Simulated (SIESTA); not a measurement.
# SnTe (Fm-3m) in SIESTA: a series of runs, part 3 of 3

SIESTA 5.4.2.

### Step 9. Single point, LDA, 31.91 Å³/atom

File SnTe.fdf:

```
SystemName                      SnTe
SystemLabel                     SnTe
NumberOfSpecies                 2
NumberOfAtoms                   2
%block ChemicalSpeciesLabel
  1  52 Te
  2  50 Sn
%endblock ChemicalSpeciesLabel

LatticeConstant                 1.0 Ang
%block LatticeVectors
     0.0000000000     3.1717171644     3.1717171644
     3.1717171644     0.0000000000     3.1717171644
     3.1717171644     3.1717171644     0.0000000000
%endblock LatticeVectors
AtomicCoordinatesFormat         Fractional
%block AtomicCoordinatesAndAtomicSpecies
     0.5000000000     0.5000000000     0.5000000000  1  Te
     0.0000000000     0.0000000000     0.0000000000  2  Sn
%endblock AtomicCoordinatesAndAtomicSpecies

%block kgrid.MonkhorstPack
    7   0   0  0.0
    0   7   0  0.0
    0   0   7  0.0
%endblock kgrid.MonkhorstPack
XC.Functional                   LDA
XC.Authors                      PW92
PAO.BasisSize                   DZP
PAO.EnergyShift                 0.003 Ry
Mesh.Cutoff                     500 Ry
OccupationFunction              FD
ElectronicTemperature           0.05 eV
MaxSCFIterations                120
SCF.MustConverge                false
SCF.Mixer.Method                Pulay
SCF.Mixer.Weight                0.25
SCF.Mixer.History               8
SCF.DM.Tolerance                5.0e-05
SCF.H.Tolerance                 1.0e-03 eV
WriteForces                     true
Charge.Mulliken                 end
%block PAO.Basis
  Te 4
  n=5 0 2
    5.613 0.000
  n=5 1 2
    7.253 0.000
  n=4 2 2
    3.260 0.000
  n=5 2 1
    7.253
  Sn 4
  n=5 0 2
    6.393 0.000
  n=5 1 2
    8.565 0.000
  n=4 2 2
    3.767 0.000
  n=5 2 1
    8.565
%endblock PAO.Basis
```

Potentials or basis: PseudoDojo 0.4 standard (LDA files), DZP (energy shift 0.003 Ry; two zetas on semicore shells).

Started as:

```sh
$ siesta SnTe.fdf > SnTe.out 2>&1
```

Run time: 46 s. Hardware: 1 thread of Intel Xeon Platinum 8375C at 2.90GHz (Ice Lake), shared host; peak memory 0.25 GiB.

It converged, with:

```
Free energy : -4985.2711 eV
Pressure    : -1.8 GPa
```

Caveat: this odd mesh misses L, where the gap lies, so gap, dielectric constants and Born charges aren't listed; the basis of atomic orbitals isn't converged, which shifts pressures, moduli and gaps.

### Step 10. Single point, LDA, 32.53 Å³/atom

SnTe.fdf, as its differences from that of step 9:

```diff
@@ -11,5 +11,5 @@
 %block LatticeVectors
-     0.0000000000     3.1717171644     3.1717171644
-     3.1717171644     0.0000000000     3.1717171644
-     3.1717171644     3.1717171644     0.0000000000
+     0.0000000000     3.1923133075     3.1923133075
+     3.1923133075     0.0000000000     3.1923133075
+     3.1923133075     3.1923133075     0.0000000000
 %endblock LatticeVectors
```

Started as:

```sh
$ siesta < SnTe.fdf > SnTe.out 2>&1
```

Run time: 33 s. Hardware: 1 thread of Intel Xeon Platinum 8375C at 2.90GHz (Ice Lake), shared host; peak memory 0.25 GiB.

It converged, with:

```
Free energy : -4985.2538 eV
Pressure    : -2.6 GPa
```

Caveat: this odd mesh misses L, where the gap lies, so gap, dielectric constants and Born charges aren't listed; the basis of atomic orbitals isn't converged, which shifts pressures, moduli and gaps.

### Step 11. Single point, LDA, 33.16 Å³/atom

SnTe.fdf, as its differences from that of step 10:

```diff
@@ -11,5 +11,5 @@
 %block LatticeVectors
-     0.0000000000     3.1923133075     3.1923133075
-     3.1923133075     0.0000000000     3.1923133075
-     3.1923133075     3.1923133075     0.0000000000
+     0.0000000000     3.2126470615     3.2126470615
+     3.2126470615     0.0000000000     3.2126470615
+     3.2126470615     3.2126470615     0.0000000000
 %endblock LatticeVectors
```

Started as:

```sh
$ siesta < SnTe.fdf > SnTe.out 2>&1
```

Run time: 34 s. Hardware: 1 thread of Intel Xeon Platinum 8375C at 2.90GHz (Ice Lake), shared host; peak memory 0.25 GiB.

Results (log left out):

* Free energy: -4985.2309 eV
* Pressure: -3.3 GPa

Caveat: this odd mesh misses L, where the gap lies, so gap, dielectric constants and Born charges aren't listed; the basis of atomic orbitals isn't converged, which shifts pressures, moduli and gaps.

### Step 12. Equation of state, LDA

Potentials or basis: PseudoDojo 0.4 standard (LDA files), DZP (energy shift 0.003 Ry; two zetas on semicore shells).

This step only gathers the single runs of the series.

What came out:

- Equilibrium volume: 30.70 Å³/atom
- Bulk modulus: 52 GPa
- Pressure derivative of the bulk modulus: 5.3

Energy against volume, from the lowest point:
```csv
volume (Å³/atom),energy (meV/atom)
29.404,9.66
30.030,2.46
30.656,0.00
31.281,1.71
31.907,7.12
32.532,15.77
33.158,27.23
```

Caveat: this odd mesh misses L, where the gap lies, so gap, dielectric constants and Born charges aren't listed; the basis of atomic orbitals isn't converged, which shifts pressures, moduli and gaps. Spin-orbit coupling is left out, which matters for the levels of Te.

### Step 13. Overview

| task | level | potentials or basis | cell | k mesh | wannier functions | bands left out below | wannier mesh | pressure (GPa) |
| --- | --- | --- | --- | --- | --- | --- | --- | --- |
| band structure | PBEsol | PseudoDojo 0.4 standard (PBEsol files), DZP (energy shift 0.003 Ry; two zetas on semicore shells) | as given | 7 × 7 × 7 | - | - | - | 0.3 |
| Wannier functions | RPBE | PseudoDojo 0.4 standard (PBE files), DZP (energy shift 0.003 Ry; two zetas on semicore shells) | atoms moved at random, drawn with an rms of 0.05 Å | 5 × 5 × 5 | 15 | 0 | 4 × 4 × 4 | 4.4 |
| band structure | LDA | PseudoDojo 0.4 standard (LDA files), DZP (energy shift 0.003 Ry; two zetas on semicore shells) | as given | 7 × 7 × 7 | - | - | - | -0.9 |
| equation of state | LDA | PseudoDojo 0.4 standard (LDA files), DZP (energy shift 0.003 Ry; two zetas on semicore shells) | as given | 7 × 7 × 7 | - | - | - | - |

Alike in all rows: no spin polarisation; smearing fermi-dirac 0.05 eV; grid cutoff 500 Ry; energy shift 0.003 Ry.

Caveats: the basis of atomic orbitals isn't converged, which shifts pressures, moduli and gaps; spin-orbit coupling is left out, which moves the levels of the heavy elements (some runs); the potentials were made for another functional, which shifts forces and pressure (some runs); an odd mesh through Γ misses points on the zone boundary, where band edges often lie (some runs).

Absolute energies hang on the potentials; compare differences alone.

### Step 14. How close it comes

Step 2. A measured gap of SnTe is 0.18 eV (direct; 300 K; a printed reference work, textbook); the calculated 0.11 eV misses it by -0.07 eV. Spin-orbit coupling on Sn, Te is left out. The value is that of PBEsol in an atomic basis (PseudoDojo 0.4 standard (PBEsol files), DZP (energy shift 0.003 Ry; two zetas on semicore shells)), whose error adds to the functional's,, without temperature or zero-point motion. Semilocal functionals fall short of measured gaps as a rule.

Step 4. A measured gap of SnTe is 0.18 eV (direct; 300 K; a printed reference work, textbook); the calculated 0.08 eV misses it by -0.10 eV. Spin-orbit coupling on Sn, Te is left out. The value is that of LDA in an atomic basis (PseudoDojo 0.4 standard (LDA files), DZP (energy shift 0.003 Ry; two zetas on semicore shells)), whose error adds to the functional's,, without temperature or zero-point motion. Semilocal functionals fall short of measured gaps as a rule.
